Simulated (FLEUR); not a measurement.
# Al2Au (Fm-3m) in FLEUR: further runs, part 2 of 2

FLEUR MaX-R8.1 (later development tree).

### Step 3. Equation of state, r2SCAN, 16.92 Å³/atom (volume scaled by 0.94)

Changes to inp.xml since step 2:

```diff
@@ -6,3 +6,3 @@
    <calculationSetup>
-      <cutoffs Kmax="4.6" Gmax="14.3" GmaxXC="14.3" numbands="0"/>
+      <cutoffs Kmax="4.73" Gmax="14.7" GmaxXC="14.7" numbands="0"/>
       <scfLoop itmax="80" minDistance="0.0001" maxIterBroyd="30" imix="Anderson" alpha="0.05" precondParam="0.0" spinf="2.0" sdNocoIR="T"/>
@@ -27,3 +27,3 @@
       <xi:include xmlns:xi="http://www.w3.org/2001/XInclude" href="sym.xml"> </xi:include>
-      <bulkLattice scale="1.0">
+      <bulkLattice scale="0.9795861087">
          <bravaisMatrix>
@@ -37,3 +37,3 @@
       <species name="Gold (Au)" element="Au" atomicNumber="79">
-         <mtSphere radius="2.42" gridPoints="801" logIncrement="0.017"/>
+         <mtSphere radius="2.34" gridPoints="801" logIncrement="0.017"/>
          <atomicCutoffs lmax="10" lnonsphr="10"/>
@@ -52,3 +52,3 @@
       <species name="Aluminum (Al)" element="Al" atomicNumber="13">
-         <mtSphere radius="2.13" gridPoints="705" logIncrement="0.016"/>
+         <mtSphere radius="2.07" gridPoints="705" logIncrement="0.016"/>
          <atomicCutoffs lmax="9" lnonsphr="9"/>
```

Potentials or basis: all-electron, FLAPW.

Command:

```
$ inpgen -f crystal.txt -profile fastHighL
$ # inp.xml edited to the form shown
$ fleur_MPI
```

What it wrote:

```text
Welcome to FLEUR        (www.flapw.de)
      MaX-Release 8.1          (www.max-centre.eu)
 func_ids         498         497         498         497
 MetaGGA potential functional detected - V_tau will be computed
 Auxiliary Potential for radial basis: exchange=         117  correlation=         130
The functional 'Re-regularized SCAN exchange by Furness et al' is an exchange functional, it belongs to the 'MGGA' family and is defined in the reference(s):
[1] J. W. Furness, A. D. Kaplan, J. Ning, J. P. Perdew, and J. Sun.,  J. Phys. Chem. Lett. 11, 8208-8215 (2020)
[2] J. W. Furness, A. D. Kaplan, J. Ning, J. P. Perdew, and J. Sun.,  J. Phys. Chem. Lett. 11, 9248-9248 (2020)
The functional 'Re-regularized SCAN correlation by Furness et al' is a correlation functional, it belongs to the 'MGGA' family and is defined in the reference(s):
[1] J. W. Furness, A. D. Kaplan, J. Ning, J. P. Perdew, and J. Sun.,  J. Phys. Chem. Lett. 11, 8208-8215 (2020)
[2] J. W. Furness, A. D. Kaplan, J. Ning, J. P. Perdew, and J. Sun.,  J. Phys. Chem. Lett. 11, 9248-9248 (2020)
 Using same functional for VXC and EXC

 ========== k-point set info ==========
 Selected k-point list: default-1
 k-point list type: mesh
 8 x 8 x 8
 Number of k points: 29

 ------------Calculation Setup---------------------------
 Number of MPI-tasks      :            1
 Number of PE/node        :            1
 Number of OMP-threads    :            1
 Most efficient MPI parallelization for:
           1          29
 Additional eigenvalue parallelization possible
 Number of basis functions:          725
 Approximate size of matrices (H+S) per k-point:         0.008 GB
 --------------------------------------------------------
The functional 'Hammer, Hansen, and Norskov' is an exchange functional, it belongs to the 'GGA' family and is defined in the reference(s):
[... 6 lines left out ...]
 Reset of history
 Reset of history
 Iteration:     1   Distance:      42.88317835 me/bohr^3
The functional 'Hammer, Hansen, and Norskov' is an exchange functional, it belongs to the 'GGA' family and is defined in the reference(s):
[1] B. Hammer, L. B. Hansen, and J. K. Nørskov.,  Phys. Rev. B 59, 7413 (1999)
The functional 'Perdew, Burke & Ernzerhof' is a correlation functional, it belongs to the 'GGA' family and is defined in the reference(s):
[1] J. P. Perdew, K. Burke, and M. Ernzerhof.,  Phys. Rev. Lett. 77, 3865 (1996)
[2] J. P. Perdew, K. Burke, and M. Ernzerhof.,  Phys. Rev. Lett. 78, 1396 (1997)
 Using same functional for VXC and EXC
 Iteration:     2   Distance:      39.78659198 me/bohr^3
The functional 'Hammer, Hansen, and Norskov' is an exchange functional, it belongs to the 'GGA' family and is defined in the reference(s):
[1] B. Hammer, L. B. Hansen, and J. K. Nørskov.,  Phys. Rev. B 59, 7413 (1999)
The functional 'Perdew, Burke & Ernzerhof' is a correlation functional, it belongs to the 'GGA' family and is defined in the reference(s):
[1] J. P. Perdew, K. Burke, and M. Ernzerhof.,  Phys. Rev. Lett. 77, 3865 (1996)
[2] J. P. Perdew, K. Burke, and M. Ernzerhof.,  Phys. Rev. Lett. 78, 1396 (1997)
 Using same functional for VXC and EXC
 Iteration:     3   Distance:      37.55439494 me/bohr^3
The functional 'Hammer, Hansen, and Norskov' is an exchange functional, it belongs to the 'GGA' family and is defined in the reference(s):
[1] B. Hammer, L. B. Hansen, and J. K. Nørskov.,  Phys. Rev. B 59, 7413 (1999)
The functional 'Perdew, Burke & Ernzerhof' is a correlation functional, it belongs to the 'GGA' family and is defined in the reference(s):
[1] J. P. Perdew, K. Burke, and M. Ernzerhof.,  Phys. Rev. Lett. 77, 3865 (1996)
[2] J. P. Perdew, K. Burke, and M. Ernzerhof.,  Phys. Rev. Lett. 78, 1396 (1997)
 Using same functional for VXC and EXC
 Iteration:     4   Distance:      15.78815378 me/bohr^3
The functional 'Hammer, Hansen, and Norskov' is an exchange functional, it belongs to the 'GGA' family and is defined in the reference(s):
[1] B. Hammer, L. B. Hansen, and J. K. Nørskov.,  Phys. Rev. B 59, 7413 (1999)
The functional 'Perdew, Burke & Ernzerhof' is a correlation functional, it belongs to the 'GGA' family and is defined in the reference(s):
[1] J. P. Perdew, K. Burke, and M. Ernzerhof.,  Phys. Rev. Lett. 77, 3865 (1996)
[2] J. P. Perdew, K. Burke, and M. Ernzerhof.,  Phys. Rev. Lett. 78, 1396 (1997)
 Using same functional for VXC and EXC
 Iteration:     5   Distance:       4.86167680 me/bohr^3
The functional 'Hammer, Hansen, and Norskov' is an exchange functional, it belongs to the 'GGA' family and is defined in the reference(s):
[1] B. Hammer, L. B. Hansen, and J. K. Nørskov.,  Phys. Rev. B 59, 7413 (1999)
The functional 'Perdew, Burke & Ernzerhof' is a correlation functional, it belongs to the 'GGA' family and is defined in the reference(s):
[1] J. P. Perdew, K. Burke, and M. Ernzerhof.,  Phys. Rev. Lett. 77, 3865 (1996)
[2] J. P. Perdew, K. Burke, and M. Ernzerhof.,  Phys. Rev. Lett. 78, 1396 (1997)
 Using same functional for VXC and EXC
 Iteration:     6   Distance:       2.37911404 me/bohr^3
The functional 'Hammer, Hansen, and Norskov' is an exchange functional, it belongs to the 'GGA' family and is defined in the reference(s):
[1] B. Hammer, L. B. Hansen, and J. K. Nørskov.,  Phys. Rev. B 59, 7413 (1999)
The functional 'Perdew, Burke & Ernzerhof' is a correlation functional, it belongs to the 'GGA' family and is defined in the reference(s):
[1] J. P. Perdew, K. Burke, and M. Ernzerhof.,  Phys. Rev. Lett. 77, 3865 (1996)
[2] J. P. Perdew, K. Burke, and M. Ernzerhof.,  Phys. Rev. Lett. 78, 1396 (1997)
 Using same functional for VXC and EXC
 Iteration:     7   Distance:       0.42865575 me/bohr^3
The functional 'Hammer, Hansen, and Norskov' is an exchange functional, it belongs to the 'GGA' family and is defined in the reference(s):
[1] B. Hammer, L. B. Hansen, and J. K. Nørskov.,  Phys. Rev. B 59, 7413 (1999)
The functional 'Perdew, Burke & Ernzerhof' is a correlation functional, it belongs to the 'GGA' family and is defined in the reference(s):
[1] J. P. Perdew, K. Burke, and M. Ernzerhof.,  Phys. Rev. Lett. 77, 3865 (1996)
[2] J. P. Perdew, K. Burke, and M. Ernzerhof.,  Phys. Rev. Lett. 78, 1396 (1997)
 Using same functional for VXC and EXC
 Iteration:     8   Distance:       0.44700179 me/bohr^3
The functional 'Hammer, Hansen, and Norskov' is an exchange functional, it belongs to the 'GGA' family and is defined in the reference(s):
[1] B. Hammer, L. B. Hansen, and J. K. Nørskov.,  Phys. Rev. B 59, 7413 (1999)
The functional 'Perdew, Burke & Ernzerhof' is a correlation functional, it belongs to the 'GGA' family and is defined in the reference(s):
[1] J. P. Perdew, K. Burke, and M. Ernzerhof.,  Phys. Rev. Lett. 77, 3865 (1996)
[2] J. P. Perdew, K. Burke, and M. Ernzerhof.,  Phys. Rev. Lett. 78, 1396 (1997)
 Using same functional for VXC and EXC
 Iteration:     9   Distance:       0.03720380 me/bohr^3
The functional 'Hammer, Hansen, and Norskov' is an exchange functional, it belongs to the 'GGA' family and is defined in the reference(s):
[1] B. Hammer, L. B. Hansen, and J. K. Nørskov.,  Phys. Rev. B 59, 7413 (1999)
The functional 'Perdew, Burke & Ernzerhof' is a correlation functional, it belongs to the 'GGA' family and is defined in the reference(s):
[1] J. P. Perdew, K. Burke, and M. Ernzerhof.,  Phys. Rev. Lett. 77, 3865 (1996)
[2] J. P. Perdew, K. Burke, and M. Ernzerhof.,  Phys. Rev. Lett. 78, 1396 (1997)
 Using same functional for VXC and EXC
 Iteration:    10   Distance:       0.03582397 me/bohr^3
The functional 'Hammer, Hansen, and Norskov' is an exchange functional, it belongs to the 'GGA' family and is defined in the reference(s):
[1] B. Hammer, L. B. Hansen, and J. K. Nørskov.,  Phys. Rev. B 59, 7413 (1999)
The functional 'Perdew, Burke & Ernzerhof' is a correlation functional, it belongs to the 'GGA' family and is defined in the reference(s):
[1] J. P. Perdew, K. Burke, and M. Ernzerhof.,  Phys. Rev. Lett. 77, 3865 (1996)
[2] J. P. Perdew, K. Burke, and M. Ernzerhof.,  Phys. Rev. Lett. 78, 1396 (1997)
 Using same functional for VXC and EXC
 Iteration:    11   Distance:       0.00704189 me/bohr^3
The functional 'Hammer, Hansen, and Norskov' is an exchange functional, it belongs to the 'GGA' family and is defined in the reference(s):
[1] B. Hammer, L. B. Hansen, and J. K. Nørskov.,  Phys. Rev. B 59, 7413 (1999)
The functional 'Perdew, Burke & Ernzerhof' is a correlation functional, it belongs to the 'GGA' family and is defined in the reference(s):
[1] J. P. Perdew, K. Burke, and M. Ernzerhof.,  Phys. Rev. Lett. 77, 3865 (1996)
[2] J. P. Perdew, K. Burke, and M. Ernzerhof.,  Phys. Rev. Lett. 78, 1396 (1997)
 Using same functional for VXC and EXC
 Iteration:    12   Distance:       0.00641176 me/bohr^3
The functional 'Hammer, Hansen, and Norskov' is an exchange functional, it belongs to the 'GGA' family and is defined in the reference(s):
[1] B. Hammer, L. B. Hansen, and J. K. Nørskov.,  Phys. Rev. B 59, 7413 (1999)
The functional 'Perdew, Burke & Ernzerhof' is a correlation functional, it belongs to the 'GGA' family and is defined in the reference(s):
[1] J. P. Perdew, K. Burke, and M. Ernzerhof.,  Phys. Rev. Lett. 77, 3865 (1996)
[2] J. P. Perdew, K. Burke, and M. Ernzerhof.,  Phys. Rev. Lett. 78, 1396 (1997)
 Using same functional for VXC and EXC
 Iteration:    13   Distance:       0.00329525 me/bohr^3
The functional 'Hammer, Hansen, and Norskov' is an exchange functional, it belongs to the 'GGA' family and is defined in the reference(s):
[1] B. Hammer, L. B. Hansen, and J. K. Nørskov.,  Phys. Rev. B 59, 7413 (1999)
The functional 'Perdew, Burke & Ernzerhof' is a correlation functional, it belongs to the 'GGA' family and is defined in the reference(s):
[1] J. P. Perdew, K. Burke, and M. Ernzerhof.,  Phys. Rev. Lett. 77, 3865 (1996)
[2] J. P. Perdew, K. Burke, and M. Ernzerhof.,  Phys. Rev. Lett. 78, 1396 (1997)
 Using same functional for VXC and EXC
 Iteration:    14   Distance:       0.00045316 me/bohr^3
The functional 'Hammer, Hansen, and Norskov' is an exchange functional, it belongs to the 'GGA' family and is defined in the reference(s):
[1] B. Hammer, L. B. Hansen, and J. K. Nørskov.,  Phys. Rev. B 59, 7413 (1999)
The functional 'Perdew, Burke & Ernzerhof' is a correlation functional, it belongs to the 'GGA' family and is defined in the reference(s):
[1] J. P. Perdew, K. Burke, and M. Ernzerhof.,  Phys. Rev. Lett. 77, 3865 (1996)
[2] J. P. Perdew, K. Burke, and M. Ernzerhof.,  Phys. Rev. Lett. 78, 1396 (1997)
 Using same functional for VXC and EXC
 Iteration:    15   Distance:       0.00042399 me/bohr^3
The functional 'Hammer, Hansen, and Norskov' is an exchange functional, it belongs to the 'GGA' family and is defined in the reference(s):
[1] B. Hammer, L. B. Hansen, and J. K. Nørskov.,  Phys. Rev. B 59, 7413 (1999)
The functional 'Perdew, Burke & Ernzerhof' is a correlation functional, it belongs to the 'GGA' family and is defined in the reference(s):
[1] J. P. Perdew, K. Burke, and M. Ernzerhof.,  Phys. Rev. Lett. 77, 3865 (1996)
[2] J. P. Perdew, K. Burke, and M. Ernzerhof.,  Phys. Rev. Lett. 78, 1396 (1997)
 Using same functional for VXC and EXC
 Iteration:    16   Distance:       0.00006711 me/bohr^3

 ********************************************************************
 Run finished successfully
 Stop message:
   all done
 ********************************************************************
```

Wall time 90 s (1 thread of Arm Neoverse V2, shared host); peak memory 0.09 GiB.

What came out:

```yaml
Free_energy: -531494.1410 eV
Band_gap_on_the_k_mesh: none (metal or under the smearing width)
Valence_electrons_inside_the_program's_atomic_spheres: Au 17.16; Al 9.00 (radii Au 2.34, Al 2.07 bohr)
```

Caveat: the meta-GGA is that of a development version, with a GGA for the radial functions and cores and without core tails.

### Step 4. Equation of state, r2SCAN, 17.28 Å³/atom (volume scaled by 0.96)

Changes to inp.xml since step 3:

```diff
@@ -27,3 +27,3 @@
       <xi:include xmlns:xi="http://www.w3.org/2001/XInclude" href="sym.xml"> </xi:include>
-      <bulkLattice scale="0.9795861087">
+      <bulkLattice scale="0.9864848297">
          <bravaisMatrix>
```

Command:

```
$ inpgen -f crystal.txt -profile fastHighL
$ # inp.xml edited to the form shown
$ fleur_MPI
```

Run time: 99 s. Hardware: 1 thread of Arm Neoverse V2, shared host; peak memory 0.09 GiB.

The run converged. Its results:

```yaml
Free_energy: -531494.1925 eV
Band_gap_on_the_k_mesh: none (metal or under the smearing width)
Valence_electrons_inside_the_program's_atomic_spheres: Au 17.14; Al 8.98 (radii Au 2.34, Al 2.07 bohr)
```

Caveat: the meta-GGA is that of a development version, with a GGA for the radial functions and cores and without core tails.

### Step 5. Equation of state, r2SCAN, 18.00 Å³/atom

Changes to inp.xml since step 4:

```diff
@@ -27,3 +27,3 @@
       <xi:include xmlns:xi="http://www.w3.org/2001/XInclude" href="sym.xml"> </xi:include>
-      <bulkLattice scale="0.9864848297">
+      <bulkLattice scale="1.0000000000">
          <bravaisMatrix>
```

Command:

```
$ inpgen -f crystal.txt -profile fastHighL
$ # inp.xml edited to the form shown
$ fleur_MPI
```

It took 1.8 min on 1 thread of Arm Neoverse V2, shared host; peak memory 0.09 GiB.

The run converged. Its results:

```
Free energy                                           : -531494.2360 eV
Band gap on the k mesh                                : none (metal or under the smearing width)
Valence electrons inside the program's atomic spheres : Au 17.09; Al 8.95 (radii Au 2.34, Al 2.07 bohr)
```

Caveat: the meta-GGA is that of a development version, with a GGA for the radial functions and cores and without core tails.

### Step 6. Equation of state, r2SCAN, 18.72 Å³/atom (volume scaled by 1.04)

Changes to inp.xml since step 5:

```diff
@@ -27,3 +27,3 @@
       <xi:include xmlns:xi="http://www.w3.org/2001/XInclude" href="sym.xml"> </xi:include>
-      <bulkLattice scale="1.0000000000">
+      <bulkLattice scale="1.0131594038">
          <bravaisMatrix>
```

Potentials or basis: all-electron, FLAPW.

Command:

```
$ inpgen -f crystal.txt -profile fastHighL
$ # inp.xml edited to the form shown
$ fleur_MPI
```

Wall time 1.9 min (1 thread of Arm Neoverse V2, shared host); peak memory 0.09 GiB.

Results (log left out):

```
Free energy                                           : -531494.2140 eV
Band gap on the k mesh                                : none (metal or under the smearing width)
Valence electrons inside the program's atomic spheres : Au 17.05; Al 8.92 (radii Au 2.34, Al 2.07 bohr)
```

Caveat: the meta-GGA is that of a development version, with a GGA for the radial functions and cores and without core tails.

### Step 7. Equation of state, r2SCAN, 19.08 Å³/atom (volume scaled by 1.06)

Changes to inp.xml since step 6:

```diff
@@ -27,3 +27,3 @@
       <xi:include xmlns:xi="http://www.w3.org/2001/XInclude" href="sym.xml"> </xi:include>
-      <bulkLattice scale="1.0131594038">
+      <bulkLattice scale="1.0196128224">
          <bravaisMatrix>
```

Command:

```
$ inpgen -f crystal.txt -profile fastHighL
$ # inp.xml edited to the form shown
$ fleur_MPI
```

It took 1.9 min on 1 thread of Arm Neoverse V2, shared host; peak memory 0.09 GiB.

Results (log left out):

```yaml
Free_energy: -531494.1828 eV
Band_gap_on_the_k_mesh: none (metal or under the smearing width)
Valence_electrons_inside_the_program's_atomic_spheres: Au 17.04; Al 8.91 (radii Au 2.34, Al 2.07 bohr)
```

Caveat: the meta-GGA is that of a development version, with a GGA for the radial functions and cores and without core tails.

### Step 8. Equation of state, r2SCAN

No new run: the results of the series are fitted here.

What came out:

```yaml
Equilibrium_volume: 18.09 Å³/atom
Bulk_modulus: 118 GPa
```

Energy against volume, from the lowest point:
| volume (Å³/atom) | energy (meV/atom) |
| --- | --- |
| 16.920 | 31.67 |
| 17.280 | 14.51 |
| 18.000 | 0.00 |
| 18.720 | 7.34 |
| 19.080 | 17.73 |

Caveat: the meta-GGA is that of a development version, with a GGA for the radial functions and cores and without core tails.
